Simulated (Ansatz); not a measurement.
# C: a short trajectory by PAW and LAPW

Aim: follow C in time (30 steps of 1.5 fs under a Langevin thermostat at 300 K) with PAW and LAPW. Both runs start alike, so that frozen cores can be judged against all electrons.

Program: Ansatz 0.2.0. Level of theory: DFT LDA, scalar-relativistic. These are calculated values, not measurements.

## (1) The system as given

The cell holds 4 atoms (C4): a = 7.270 Å, b = 3.635 Å, c = 3.635 Å, α = 39.49°, β = 39.49°, γ = 39.49°.

Coordinates:

```cif
data_structure
_symmetry_space_group_name_H-M 'P 1'
_symmetry_Int_Tables_number 1
_cell_length_a 7.2700
_cell_length_b 3.6350
_cell_length_c 3.6350
_cell_angle_alpha 39.490
_cell_angle_beta 39.490
_cell_angle_gamma 39.490
_cell_volume 34.97
loop_
_atom_site_label
_atom_site_type_symbol
_atom_site_fract_x
_atom_site_fract_y
_atom_site_fract_z
_atom_site_occupancy
C1 C 0.41800 0.83600 0.83600 1
C2 C 0.91800 0.83600 0.83600 1
C3 C 0.08200 0.16400 0.16400 1
C4 C 0.58200 0.16400 0.16400 1
```

The geometry is a database entry used as it stands. It may stem from high pressure or temperature, or be incomplete, so it serves as a test cell.

## (2) PAW with frozen cores

File input.yaml:

```yaml
crystal:
  lattice:
    - [2.4560574228, 1.4180054142, 6.6940228996]
    - [-1.2280287114, 0.7090027071, 3.3470114498]
    - [0.0, -1.4180054142, 3.3470114498]
  atoms:
    - { symbol: C, position: [0.418, 0.836, 0.836] }
    - { symbol: C, position: [0.918, 0.836, 0.836] }
    - { symbol: C, position: [0.082, 0.164, 0.164] }
    - { symbol: C, position: [0.582, 0.164, 0.164] }
kpoints:
  mp_grid: { grid: [5, 9, 9] }
scf:
  occupations: { method: fermi_dirac, width: 0.08 }
hamiltonian:
  xc: lda
  pseudopotentials: { kind: paw }
output:
  forces: true
  stress: true
md:
  timestep: 1.5
  n_steps: 30
  ensemble: nvt_langevin
  temperature: 300
  initial_velocities: maxwell_boltzmann
  seed: 152090
```

On the command line:

```bash
$ ansatz run input.yaml --threads 2 --pin off --max-ram 4096MiB --backend cpu --events-out ev --progress --plain --runs-dir out
```

Log, shortened:

```text
Warning: md: disabling space-group detection — thermal motion breaks the input geometry's symmetry, so no spatial operation reduces the k-mesh or symmetrises the density; time reversal is kept, so that k and −k are solved as one point where they differ and the mesh holds both, and exact [...]
Warning: output.stress: scf.convergence.dr2_threshold = 4e-9 eV (the default of an md: trajectory) is looser than the 4e-10 eV advised for a printed stress (1e-10 eV for each atom of the cell: 4). What an SCF threshold leaves in a stress goes as its square root, and in the free energy as [...]
Pseudopotentials: kind: paw
Pseudopotential: C, paw, valence charge 4, recommended cutoff 420 eV (normal)
Functional definition: SPW92
[...]
Crystal: 4 atoms, lattice volume = 34.970 Å³
Basis set: ecut = 420 eV, 675 PW (Γ), FFT grids on a1−a2−a3, a2−a3, a3
Bands: 12, of which v1, the nominal top of the filled ones, is band 8 counted from 1 (7 counted from 0)
Symmetry: 1 space group operations
k-points: 203 of 405 (time reversal used)
[...]
SCF iter   1: F=—  HF=-971.871903 eV  |F-HF|=—  |Δ(HF+E_count)|=         —  Δρ=5.89e-3  dr2=4.07e-3  ethr=1.77e-3  ⟨swp⟩=5.3  Hψ=13267  notcnv=0
[...]
md step     0: t =     0.00 fs  T =   225.0 K  F+E_penalty+E_count = -971.87126212 eV  E_kin = 0.116334 eV  P_inst = -3.7233 GPa  (6 SCF iters)
[...]
md step     7: t =    10.50 fs  T =   199.9 K  F+E_penalty+E_count = -971.86505479 eV  E_kin = 0.103365 eV  P_inst = -3.8276 GPa  (4 SCF iters)
[...]
md step    14: t =    21.00 fs  T =   251.1 K  F+E_penalty+E_count = -971.86852919 eV  E_kin = 0.129804 eV  P_inst = -3.4714 GPa  (4 SCF iters)
[...]
md step    21: t =    31.50 fs  T =   252.4 K  F+E_penalty+E_count = -971.81200974 eV  E_kin = 0.130511 eV  P_inst = -3.7529 GPa  (5 SCF iters)
[...]
md step    28: t =    42.00 fs  T =   363.3 K  F+E_penalty+E_count = -971.86744437 eV  E_kin = 0.187857 eV  P_inst = -3.3615 GPa  (4 SCF iters)
md step    29: t =    43.50 fs  T =   377.4 K  F+E_penalty+E_count = -971.87680503 eV  E_kin = 0.195149 eV  P_inst = -3.2584 GPa  (4 SCF iters)
[...]
md step    30: t =    45.00 fs  T =   317.0 K  F+E_penalty+E_count = -971.84576655 eV  E_kin = 0.163878 eV  P_inst = -2.9920 GPa  (6 SCF iters)
SCF converged after 6 iterations
Free energy (F): -971.845767 eV
[...]
E sigma→0 (E₀):  -971.844559 eV
Entropy (-TS):   -0.002414 eV (-0.604 meV/atom)
Fermi energy:    6.835545 eV
[...]
--- Forces (eV/Å), atoms counted from 1 ---
  atom   1  C      0.63367988    -0.19989823     0.37103657
  atom   2  C      0.82429274    -1.46118945    -0.16808196
  atom   3  C     -2.18815108     0.54614169     0.29251706
  atom   4  C      0.73017550     1.11494490    -0.49548307
[...]
--- Stress (GPa, compression-positive) ---
       -6.176862       1.322413       0.415219
        1.322413      -3.932768       0.051764
        0.415219       0.051764      -0.367994
  P = ⅓ Tr σ = -3.4925 GPa (-34.925 kbar)
--- MD trajectory: 30 steps, t = 0.0 → 45.0 fs ---
  final state: T = 317.0 K   F+E_penalty+E_count = -971.84576655 eV   E_kin = 0.163878 eV
```

It took 29 s on 2 threads of AMD EPYC 9R45 (Zen 5), shared host; peak memory 0.46 GiB.

## (3) The trajectory

The trajectory, every 2 steps (energies from step 0); msd is the mean square displacement from the start, the centre of mass held:

| time (fs) | T (K) | potential energy change (meV/atom) | pressure (GPa) | msd C (Å²) |
| --- | --- | --- | --- | --- |
| 0.0 | 225 | 0.0 | -3.7 | 0.000 |
| 3.0 | 166 | 2.1 | -3.4 | 0.000 |
| 6.0 | 148 | 5.5 | -3.3 | 0.001 |
| 9.0 | 225 | 0.1 | -3.6 | 0.002 |
| 12.0 | 147 | 8.0 | -3.9 | 0.003 |
| 15.0 | 31 | 23.1 | -3.8 | 0.004 |
| 18.0 | 111 | 16.6 | -3.6 | 0.004 |
| 21.0 | 251 | 0.7 | -3.5 | 0.002 |
| 24.0 | 353 | 0.0 | -2.9 | 0.001 |
| 27.0 | 267 | 14.6 | -2.7 | 0.001 |
| 30.0 | 251 | 17.5 | -3.3 | 0.001 |
| 33.0 | 241 | 16.4 | -4.0 | 0.001 |
| 36.0 | 107 | 32.6 | -3.6 | 0.002 |
| 39.0 | 146 | 28.8 | -3.2 | 0.001 |
| 42.0 | 363 | 1.0 | -3.4 | 0.001 |
| 45.0 | 317 | 6.4 | -3.0 | 0.002 |

time (fs), T (K) and a bar:
```
      0.0        225 #################
      1.5        196 ##############
      4.5        148 ##########
      6.0        148 ##########
      7.5        193 ##############
     10.5        200 ###############
     12.0        147 ##########
     13.5         75 ####
     15.0         31 
     18.0        111 #######
     19.5        178 #############
     21.0        251 ###################
     24.0        353 ############################
     25.5        337 ###########################
     27.0        267 ####################
     30.0        251 ###################
     31.5        252 ###################
     33.0        241 ##################
     34.5        163 ###########
     37.5         81 ####
     39.0        146 ##########
     40.5        281 ######################
     43.5        377 ##############################
     45.0        317 #########################
```

## (4) Frames from the trajectory

Positions (Å) and forces (eV/Å):

```xyz
4
Lattice="2.456 1.418 6.694 -1.228 0.709 3.347 0.000 -1.418 3.347" Properties=species:S:1:pos:R:3:forces:R:3 pbc="T T T" time_fs=6.0 T=148 dE=0.0221
C     0.001    0.000    8.395    0.138   -0.672   -0.491
C     1.209    0.733   11.699    1.228   -1.872    0.223
C    -0.002   -0.015    1.686   -0.423    2.030   -0.164
C     1.238    0.700    5.002   -0.943    0.514    0.433
4
Lattice="2.456 1.418 6.694 -1.228 0.709 3.347 0.000 -1.418 3.347" Properties=species:S:1:pos:R:3:forces:R:3 pbc="T T T" time_fs=12.0 T=147 dE=0.0318
C     0.004   -0.011    8.379   -0.725    0.257    0.294
C     1.218    0.707   11.667   -0.143    0.673    1.323
C    -0.017    0.013    1.726    0.497   -0.862   -1.286
C     1.221    0.699    5.021    0.371   -0.068   -0.331
4
Lattice="2.456 1.418 6.694 -1.228 0.709 3.347 0.000 -1.418 3.347" Properties=species:S:1:pos:R:3:forces:R:3 pbc="T T T" time_fs=16.5 T=42 dE=0.0923
C    -0.001   -0.017    8.373   -0.316    0.750    0.472
C     1.229    0.695   11.668   -1.181    1.598    1.422
C    -0.017    0.029    1.734    0.679   -2.285   -1.428
C     1.216    0.696    5.026    0.818   -0.062   -0.466
4
Lattice="2.456 1.418 6.694 -1.228 0.709 3.347 0.000 -1.418 3.347" Properties=species:S:1:pos:R:3:forces:R:3 pbc="T T T" time_fs=22.5 T=358 dE=-0.0099
C    -0.003   -0.010    8.380    0.467    0.010    0.220
C     1.211    0.712   11.714    1.051   -0.366    0.526
C     0.012    0.002    1.712   -1.590   -0.217   -0.581
C     1.224    0.692    5.034    0.072    0.573   -0.165
4
Lattice="2.456 1.418 6.694 -1.228 0.709 3.347 0.000 -1.418 3.347" Properties=species:S:1:pos:R:3:forces:R:3 pbc="T T T" time_fs=28.5 T=225 dE=0.0742
C     0.006   -0.003    8.388   -0.028   -1.089   -0.243
C     1.217    0.720   11.782    1.276   -2.466   -0.966
C     0.014   -0.040    1.667   -0.883    2.716    0.861
C     1.234    0.690    5.040   -0.365    0.838    0.348
4
Lattice="2.456 1.418 6.694 -1.228 0.709 3.347 0.000 -1.418 3.347" Properties=species:S:1:pos:R:3:forces:R:3 pbc="T T T" time_fs=33.0 T=241 dE=0.0658
C     0.006   -0.013    8.393   -0.189   -0.177   -0.512
C     1.244    0.684   11.806   -0.504    0.125   -1.575
C    -0.006   -0.032    1.644    1.209    0.546    1.503
C     1.240    0.701    5.041   -0.516   -0.494    0.584
4
Lattice="2.456 1.418 6.694 -1.228 0.709 3.347 0.000 -1.418 3.347" Properties=species:S:1:pos:R:3:forces:R:3 pbc="T T T" time_fs=39.0 T=146 dE=0.1152
C     0.007   -0.031    8.389    0.092    1.299   -0.162
C     1.265    0.659   11.795   -2.105    2.238   -1.180
C    -0.003   -0.008    1.652    1.852   -2.107    1.186
C     1.238    0.704    5.059    0.161   -1.429    0.156
4
Lattice="2.456 1.418 6.694 -1.228 0.709 3.347 0.000 -1.418 3.347" Properties=species:S:1:pos:R:3:forces:R:3 pbc="T T T" time_fs=45.0 T=317 dE=0.0255
C     0.016   -0.022    8.385    0.634   -0.200    0.371
C     1.237    0.706   11.757    0.824   -1.461   -0.168
C     0.044   -0.024    1.683   -2.188    0.546    0.293
C     1.237    0.674    5.080    0.730    1.115   -0.495
```

## (5) LAPW, all electrons

input.yaml: that of step 2 with these lines changed.

```diff
@@ -16,3 +16,3 @@
   xc: lda
-  pseudopotentials: { kind: paw }
+  pseudopotentials: { kind: all_electron, lapw: { basis_error: 0.001 } }
 output:
```

On the command line:

```bash
$ ansatz run input.yaml --threads 2 --pin off --max-ram 4096MiB --backend cpu --events-out ev --progress --plain --runs-dir out
```

Log, shortened:

```text
Warning: md: disabling space-group detection — thermal motion breaks the input geometry's symmetry, so no spatial operation reduces the k-mesh or symmetrises the density; time reversal is kept, so that k and −k are solved as one point where they differ and the mesh holds both, and exact [...]
LAPW: plane waves up to 12.173 Å⁻¹, error target 1.0e-3 eV per atom; small_component_spin mean_spin; C in spheres of 0.688 Å, 6 of its electrons in bands, Dirac shells []
[...]
Pseudopotentials: kind: all_electron
Pseudopotential: C, LAPW, valence charge 6, Koelling and Harmon's equation, gaussian nucleus
[... 1 set-up line as earlier in the session ...]
[...]
Crystal: 4 atoms, lattice volume = 34.970 Å³
Basis set: ecut = 564.5300928179165 eV, 1057 PW (Γ), FFT grids on a1−a2−a3, a2−a3, a3, exchange–correlation at level 2
Bands: 16, of which v1, the nominal top of the filled ones, is band 12 counted from 1 (11 counted from 0)
[... 1 set-up line as earlier in the session ...]
k-points: 203 of 405 (time reversal used)
[...]
NSCF: frozen V_eff on 203 k-points
[...]
SCF converged after 7 iterations
Free energy (F): -4115.695304 eV
[...]
E sigma→0 (E₀):  -4115.694089 eV
Entropy (-TS):   -0.002430 eV (-0.608 meV/atom)
Fermi energy:    7.043186 eV
[...]
--- Forces (eV/Å), atoms counted from 1 ---
  atom   1  C      0.63073281    -0.18969809     0.36850204
  atom   2  C      0.81613545    -1.44120189    -0.17187874
  atom   3  C     -2.17993561     0.52600972     0.29609557
  atom   4  C      0.73305590     1.10488488    -0.49272231
[...]
--- Stress (GPa, compression-positive) ---
       -6.104728       1.311181       0.417315
        1.311181      -3.930034       0.052021
        0.417315       0.052021      -0.368309
  P = ⅓ Tr σ = -3.4677 GPa (-34.677 kbar)
--- Band table (eV; the first three rows and the last of 203) ---
  k-point 0: bands = ["-256.0468", "-256.0183", "-255.9582", "-255.9318", "-12.5196", "-7.0833", "-6.2564", "0.4125", "0.6573", "3.7001", "4.3707", "5.0408", "8.9318", "10.9282", "14.6680", "15.0391"]
[...]
--- MD trajectory: 30 steps, t = 0.0 → 45.0 fs ---
  final state: T = 318.0 K   F+E_penalty+E_count = -4115.69530424 eV   E_kin = 0.164409 eV
```

Wall time 6.6 min (2 threads of AMD EPYC 9R45 (Zen 5), shared host); peak memory 0.77 GiB.

## (6) The trajectory

The trajectory, every 2 steps (energies from step 0); msd is the mean square displacement from the start, the centre of mass held:

| time (fs) | T (K) | potential energy change (meV/atom) | pressure (GPa) | msd C (Å²) |
| --- | --- | --- | --- | --- |
| 0.0 | 225 | 0.0 | -3.7 | 0.000 |
| 3.0 | 166 | 2.1 | -3.4 | 0.000 |
| 6.0 | 147 | 5.5 | -3.2 | 0.001 |
| 9.0 | 224 | 0.1 | -3.6 | 0.002 |
| 12.0 | 147 | 7.9 | -3.9 | 0.003 |
| 15.0 | 31 | 23.1 | -3.7 | 0.004 |
| 18.0 | 110 | 16.7 | -3.6 | 0.004 |
| 21.0 | 251 | 0.7 | -3.4 | 0.002 |
| 24.0 | 353 | -0.1 | -2.9 | 0.001 |
| 27.0 | 268 | 14.6 | -2.7 | 0.001 |
| 30.0 | 251 | 17.5 | -3.3 | 0.001 |
| 33.0 | 241 | 16.4 | -3.9 | 0.001 |
| 36.0 | 108 | 32.4 | -3.5 | 0.002 |
| 39.0 | 145 | 28.9 | -3.2 | 0.001 |
| 42.0 | 362 | 1.1 | -3.3 | 0.001 |
| 45.0 | 318 | 6.2 | -3.0 | 0.002 |

time (fs), T (K) and a bar:
```
      0.0        225 #################
      1.5        196 ##############
      4.5        148 ##########
      6.0        147 ##########
      7.5        192 ##############
     10.5        200 ###############
     12.0        147 ##########
     13.5         75 ####
     15.0         31 
     18.0        110 #######
     19.5        177 #############
     21.0        251 ###################
     24.0        353 ############################
     25.5        338 ###########################
     27.0        268 #####################
     30.0        251 ###################
     31.5        252 ###################
     33.0        241 ##################
     34.5        164 ###########
     37.5         82 ####
     39.0        145 ##########
     40.5        279 ######################
     43.5        377 ##############################
     45.0        318 #########################
```

## (7) What came out

| quantity | value |
| --- | --- |
| PAW: length | 30 steps of 1.5 fs |
| PAW: temperature, first and last step | 225 and 317 K |
| PAW: temperature, second half | mean 258 K, from 81 to 377 K |
| PAW: potential energy, second half | +14 meV/atom from this run's first step |
| PAW: mean square displacement, second half | C 0.001 Å² |
| LAPW: length | 30 steps of 1.5 fs |
| LAPW: temperature, first and last step | 225 and 318 K |
| LAPW: temperature, second half | mean 258 K, from 82 to 377 K |
| LAPW: potential energy, second half | +14 meV/atom from this run's first step |
| LAPW: mean square displacement, second half | C 0.001 Å² |

What this shows: Against a set 300 K the second half averages 258 K with a spread of 91 K (in equilibrium 4 atoms would scatter by about 122 K, over a far longer run). No atom gets farther than 0.09 Å from its start, with the drift of the whole removed, against a typical distance of 1.4 Å between sites at the start. Averages from a run of 45 fs with 4 atoms are rough. The price, with the outputs that each input asks for: 6.6 min for LAPW against 29 s for PAW, about 14 to one.
